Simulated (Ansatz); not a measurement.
Crystal: CuO (Tenorite).

```
Cu O
1.0
     2.34185   -1.71130    0.00000
     2.34185    1.71130    0.00000
    -0.85003    0.00000    5.05787
Cu O
2 2
Direct
  0.50000 0.00000 0.50000
  0.00000 0.50000 0.00000
  0.41840 0.58160 0.75000
  0.58160 0.41840 0.25000
```

Base run:

```yaml
Program: Ansatz 0.2.0
Functional: revPBE
Potentials_or_basis: Ansatz PAW
Cutoff: "420 eV (not typed: the program's choice for these potentials)"
k_mesh: 10 × 10 × 5
Occupations: fermi-dirac, width 0.05 eV
Spin: no spin polarisation
```

Its results: band gap on the k mesh none (metal or under the smearing width); pressure 9.8 GPa; largest force 0.211 eV/Å.

After a change of settings the same cell gave: band gap on the k mesh none (metal or under the smearing width); pressure 11.3 GPa; largest force 0.191 eV/Å. Which change was it?
A. functional from revPBE to RPBE
B. functional from revPBE to r2SCAN; cutoff from 420 eV (not typed: the program's choice for these potentials) to 500 eV (not typed: the program's choice for these potentials)
C. functional from revPBE to PBEsol

A.

Caveats: the run has no spin polarisation, though such a crystal can be magnetic; semilocal functionals often make such compounds metallic where correlation or magnetic order opens a gap, which also shifts bond lengths; the PAW data sets come from PBE, with cores solved anew for the run's functional, which leaves a small shift of forces and pressure.

Runs at the PBE level aren't shown here.
